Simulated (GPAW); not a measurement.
**Pd: equation of state with PBE**

Crystal: Pd.

```
Pd
1.0
     0.00000    1.94650    1.94650
     1.94650    0.00000    1.94650
     1.94650    1.94650    0.00000
Pd
1
Direct
  0.00000 0.00000 0.00000
```

```json
{
 "Program": "GPAW 26.7.0",
 "Task": "equation of state",
 "Functional": "PBE",
 "Potentials or basis": "PAW data sets generated in the run's folder for this functional",
 "Cutoff": "600 eV",
 "Basis": "pw",
 "k mesh": "9 × 9 × 9",
 "Occupations": "fermi-dirac, width 0.05 eV",
 "Spin": "no spin polarisation"
}
```

| Property | Result |
| --- | --- |
| Equilibrium volume | 15.29 Å³/atom |
| Bulk modulus | 170 GPa |
| Pressure derivative of the bulk modulus | 5.6 |

Energy against volume, from the lowest point:
| volume (Å³/atom) | energy (meV/atom) |
| --- | --- |
| 13.865 | 87.37 |
| 14.160 | 52.42 |
| 14.455 | 27.31 |
| 14.750 | 10.86 |
| 15.045 | 2.06 |
| 15.340 | 0.00 |
| 15.635 | 3.86 |

Wall time 45 s on 1 thread of Arm Neoverse V1, on a shared host, peak memory 0.18 GiB.

PBE usually gives volumes a little too large and moduli too small. Zero-point motion and thermal expansion aren't in these numbers.
